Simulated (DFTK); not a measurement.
MgS (Niningerite):

```xyz
2
Lattice="0.0000 2.6016 2.6016 2.6016 0.0000 2.6016 2.6016 2.6016 0.0000" Properties=species:S:1:pos:R:3 pbc="T T T"
S     2.6016    2.6016    2.6016
Mg    0.0000    0.0000    0.0000
```

Program: DFTK 0.8.2. Alike in all runs: task single point; potentials or basis cp2k.nc.sr.pbe.v0_1.largecore.gth (PBE, GTH, large core); no spin polarisation; cell as given; k mesh 3 × 3 × 3; cutoff (eV) 816; smearing fermi-dirac 0.05 eV; the mesh is coarse, so values aren't converged.

Problem. Order these runs on this cell by their band gap on the k mesh, lowest first.
A. level r2SCAN50
B. level r2SCAN
C. level r2SCANh
D. level r2SCAN0

Solution. B (4.47 eV), C (5.14 eV), D (6.14 eV), A (7.80 eV).

Caveats: all runs use coarse meshes; this set keeps more shells in the core, which shifts pressures and gaps; an odd mesh through Γ misses points on the zone boundary, where band edges often lie; the program warned that the kinetic-energy density falls under its von Weizsäcker bound, which can give unphysical results (some runs).
